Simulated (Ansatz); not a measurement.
Reaction (ligand exchange at the Si–C bond): `[OH][SbH][CH2][SiH3]` + `N=C(N)O` → `N=C(N)O[SiH3]` + `[CH3][SbH][OH]`

Program: Ansatz. Geometries: PBE0-D4/def2-TZVP. ΔE: electronic, gas phase. CBS: MP2 limit from def2 TZ/QZ plus the TZ coupled-cluster correction, frozen cores. Functionals use def2-TZVPP. def2 core potentials past Kr. For Sb outer-core shells are correlated without core-valence functions, which leaves a few kJ/mol of doubt a bond. One conformer a species, not always the lowest.

Is it downhill or uphill in electronic energy at CCSD(T)/CBS, and by how much? (Best estimate.)

The calculation gave: Downhill: ΔE = -0.77 eV.

What do these levels give: LDA (SPW92), r2SCAN-D4, B2PLYP, revPBE, BLYP, RPA@PBE/def2-TZVPP, CCSD/def2-SVP, CCSD(T)/def2-SVP, HF/def2-QZVPP, SCS-MP2/def2-QZVPP, HF/CBS(def2), MP2/CBS(def2)? (Estimate.)

The calculation gave: LDA (SPW92) -0.66, r2SCAN-D4 -0.76, B2PLYP -0.82, revPBE -0.69, BLYP -0.83, RPA@PBE/def2-TZVPP -0.76, CCSD/def2-SVP -0.66, CCSD(T)/def2-SVP -0.64, HF/def2-QZVPP -0.97, SCS-MP2/def2-QZVPP -0.82, HF/CBS(def2) -0.98, MP2/CBS(def2) -0.77 eV.

What do rigid-rotor, harmonic-oscillator terms from PBE0-D4/def2-TZVP frequencies (298.15 K, 1 bar) make of the CCSD(T)/CBS value? (Estimate.)

Ansatz gave: ΔZPE = -0.02 eV, ΔH = -0.78 eV, ΔS = 14 J/(mol·K), ΔG = -0.82 eV. Modes under 50 cm⁻¹ make the entropy rough.

Largest T1 diagnostic among the species: 0.014.

The D4 term adds +0.04 eV with B3LYP and +0.02 eV with PBE0; it sums over pairs of atoms, weighted by their polarisabilities, and B3LYP, whose exchange is more repulsive, gets the larger term. At CCSD(T), def2-SVP lies +0.13 eV from the extrapolated value and def2-TZVPP +0.01 eV.

B3LYP here is the variant with VWN-RPA as its local correlation; programs differ in this.
